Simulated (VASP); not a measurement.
**TiN: elastic constants with LDA**

Crystal: TiN.

```
Ti N
1.0
     0.00000    2.12062    2.12062
     2.12062    0.00000    2.12062
     2.12062    2.12062    0.00000
Ti N
1 1
Direct
  0.00000 0.00000 0.00000
  0.50000 0.50000 0.50000
```

The cell is a database's computed one.

```yaml
Program: VASP 6.6.1
Task: elastic constants
Functional: LDA
Potentials_or_basis: VASP PAW LDA potentials, release 64 (Ti_sv, N)
Cutoff: 600 eV
k_mesh: 22 × 22 × 22
Occupations: gaussian, width 0.1 eV
Spin: no spin polarisation
Ions_in_elastic_constants: relaxed
Further_INCAR_settings: ALGO = Normal; EDIFF = 1e-08; IBRION = 6; POTIM = 0.015; NSW = 1; ISIF = 3
```

```json
{
 "Relaxed volume": "9.10 Å³/atom",
 "Relaxed cell": "a = 2.953 Å, b = 2.953 Å, c = 2.953 Å, α = 60.00°, β = 60.00°, γ = 60.00°",
 "Space group after relaxing (to 0.05 Å)": "Fm-3m (No. 225)",
 "Elastic constants C11, C12, C44": "681, 136, 174 GPa",
 "Voigt bulk modulus": "317 GPa",
 "Highest phonon frequency at Γ, LO-TO splitting left out": "553 cm⁻¹"
}
```

The path:
```csv
step,energy change (eV),largest force (eV/Å),pressure (GPa),volume (Å³)
1,0.0000,0.0000,-13.38,19.07
2,0.0579,0.0000,26.15,16.96
3,-0.0378,0.0000,-0.29,18.22
4,-0.0378,0.0000,-0.01,18.20
```

Final structure:
```xyz
2
Lattice="0.0000 2.0879 2.0879 2.0879 0.0000 2.0879 2.0879 2.0879 0.0000" Properties=species:S:1:pos:R:3 pbc="T T T"
Ti    2.0879    2.0879    4.1759
N     2.0879    2.0879    2.0879
```

Phonon frequencies in cm⁻¹ (negative: imaginary):
```
              q point        frequencies
(0.000, 0.000, 0.000)  0 0 0 553 553 553
```

Elastic tensor in Voigt notation (GPa, in the Cartesian axes of the cell as first typed):
```
681 136 136   0   0   0
136 681 136   0   0   0
136 136 681   0   0   0
  0   0   0 174   0   0
  0   0   0   0 174   0
  0   0   0   0   0 174
```

Clamped-ion elastic tensor (GPa):
```
681 136 136   0   0   0
136 681 136   0   0   0
136 136 681   0   0   0
  0   0   0 174   0   0
  0   0   0   0 174   0
  0   0   0   0   0 174
```

It took 32 min on 1 thread of Intel(R) Xeon(R) 6975P-C (Granite Rapids), with other jobs on the host, peak memory 1.3 GiB.
